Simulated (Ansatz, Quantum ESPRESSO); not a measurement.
Given: the input of a run of Ansatz 0.2.0 on Hf. Atoms were shifted at random by some hundredths of an Å from the given cell, which wasn't relaxed again for these runs. This isn't the form of Hf at room conditions, which is hcp.

File input.yaml:

```yaml
crystal:
  lattice:
    - [4.962329544, 0.0, 0.0]
    - [-2.481164772, 4.297503447, 0.0]
    - [0.0, 0.0, 3.08623225]
  atoms:
    - { symbol: Hf, position: [0.007658, 0.008981, 0.009594] }
    - { symbol: Hf, position: [0.339323, 0.664473, 0.489065] }
    - { symbol: Hf, position: [0.666121, 0.328914, 0.503402] }
hamiltonian:
  xc: pbesol
  pseudopotentials: { kind: paw }
kpoints:
  mp_grid: { grid: [6, 6, 9] }
scf:
  occupations: { method: fermi_dirac, width: 0.05 }
output:
  forces: true
  stress: true
  eigenvalues: true
  write_density: true
  write_potential: true
  elf: true
  volumetric_format: npy
```

Potentials or basis: Ansatz PAW.

Run with:

```console
$ ansatz run input.yaml --threads 1 --pin off --max-ram 3584MiB --backend cpu --events-out ev --progress --plain --runs-dir out
```

Set up the same calculation for Quantum ESPRESSO 7.5. Potentials or basis there: GBRV 1.5 PBEsol, cutoff 612 eV.

As run (cutoffs and basis follow the program's own potentials, and thresholds, step limits or extra output files can differ):

Contents of pw.in:

```
&CONTROL
  calculation = 'scf'
  prefix = 'pwscf'
  outdir = './tmp'
  pseudo_dir = './pseudo'
  tprnfor = .true.
  tstress = .true.
  disk_io = 'nowf'
/
&SYSTEM
  ibrav = 0
  nat = 3
  ntyp = 1
  ecutwfc = 45
  ecutrho = 360
  nbnd = 26
  occupations = 'smearing'
  smearing = 'fd'
  degauss = 0.00367493
/
&ELECTRONS
  conv_thr = 6d-10
  electron_maxstep = 120
  mixing_beta = 0.5
/
ATOMIC_SPECIES
Hf   178.4900 hf_pbesol_v1.uspp.F.UPF
CELL_PARAMETERS angstrom
   4.9623295440    0.0000000000    0.0000000000
  -2.4811647720    4.2975034470    0.0000000000
   0.0000000000    0.0000000000    3.0862322500
ATOMIC_POSITIONS crystal
Hf     0.0076580000    0.0089810000    0.0095940000
Hf     0.3393230000    0.6644730000    0.4890650000
Hf     0.6661210000    0.3289140000    0.5034020000
K_POINTS automatic
6 6 9 0 0 0
```

Potentials or basis: GBRV 1.5 PBEsol.

Run with:

```sh
$ OMP_NUM_THREADS=1 mpirun -n 2 pw.x -nk 2 -in pw.in > pw.out
```

Both were run:

|  | Ansatz | Quantum ESPRESSO |
| --- | --- | --- |
| Pressure | -2.6 GPa | -2.5 GPa |
| Largest force | 0.248 eV/Å | 0.254 eV/Å |
| Energy over the undisturbed cell | 3.4 meV/atom | 3.5 meV/atom |

Ansatz's pressure holds a Pulay term of +0.04 GPa for its cutoff of 420 eV, which the other run lacks.

The potentials hold 78 and 36 valence electrons a cell.

Ansatz's potentials were made for PBE.

Where Ansatz's input types no cutoff or centring, it takes its own default and a Γ-centred mesh.

Pressure is positive in compression.
